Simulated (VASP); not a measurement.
# NaH: restarted molecular dynamics, 2 variants

NaH, Fm-3m (no. 225), 16 atoms in the cell. PBE, molecular dynamics; PAW potentials Na, H (PBE set).

| Restart from | Temperature at the end (K) | The same without a restart (K) | Potential energy at the end (eV/atom) | The same without a restart (eV/atom) | Electronic steps in the first step after the restart | Time (s) |
|---|---|---|---|---|---|---|
| CONTCAR with velocities, WAVECAR read | 773.0 | 773.0 | -2.45066 | -2.45067 | 4 | 191 |
| CONTCAR with velocities, no WAVECAR | 773.0 | 773.0 | -2.45066 | -2.45067 | 14 | 198 |

Limits: 30 fs of 16 atoms are too short for converged averages.

## Input of the first row

INCAR.step1:
```
SYSTEM = NaH
ALGO = Normal
EDIFF = 1E-6
ENCUT = 250
GGA = PE
IBRION = 0
ISIF = 2
ISMEAR = 0
ISYM = 0
KPAR = 2
LASPH = .True.
LCHARG = .False.
LREAL = Auto
LWAVE = .True.
MDALGO = 4
NELM = 60
NELMIN = 4
NHC_NCHAINS = 3
NHC_PERIOD = 30
NSW = 30
POTIM = 0.5
PREC = Normal
RANDOM_SEED = 294817 0 0
SIGMA = 0.05
TEBEG = 1000
```

INCAR.step2, as INCAR.step1 but for:
```
- LWAVE = .True.
+ LWAVE = .False.
```

KPOINTS:
```
k-points
0
Monkhorst-Pack
  2 2 2
```

POSCAR.step1:
```
NaH
1.0
    0.0000000000      4.8800000000      4.8800000000
    4.8800000000      0.0000000000      4.8800000000
    4.8800000000      4.8800000000      0.0000000000
Na H
8 8
Direct
    0.0000000000      0.0000000000      0.0000000000
    0.0000000000      0.0000000000      0.5000000000
    0.0000000000      0.5000000000      0.0000000000
    0.0000000000      0.5000000000      0.5000000000
    0.5000000000      0.0000000000      0.0000000000
    0.5000000000      0.0000000000      0.5000000000
    0.5000000000      0.5000000000      0.0000000000
    0.5000000000      0.5000000000      0.5000000000
    0.2500000000      0.2500000000      0.2500000000
    0.2500000000      0.2500000000      0.7500000000
    0.2500000000      0.7500000000      0.2500000000
    0.2500000000      0.7500000000      0.7500000000
    0.7500000000      0.2500000000      0.2500000000
    0.7500000000      0.2500000000      0.7500000000
    0.7500000000      0.7500000000      0.2500000000
    0.7500000000      0.7500000000      0.7500000000
```

Commands (each step's output is kept before the next begins):
```
cat potpaw_PBE.64/Na/POTCAR potpaw_PBE.64/H/POTCAR > POTCAR
cp INCAR.step1 INCAR
cp POSCAR.step1 POSCAR
mpirun -np 2 vasp_std > vasp.out
cp CONTCAR POSCAR
cp INCAR.step2 INCAR
mpirun -np 2 vasp_std > vasp.out
```

Changes of the last row against the first:
```
(step 1)
- LWAVE = True
+ LWAVE = False
```

VASP 6.6.1 took 191 s on 2 cores (Intel Xeon Platinum 8488C (Sapphire Rapids)), a shared host.
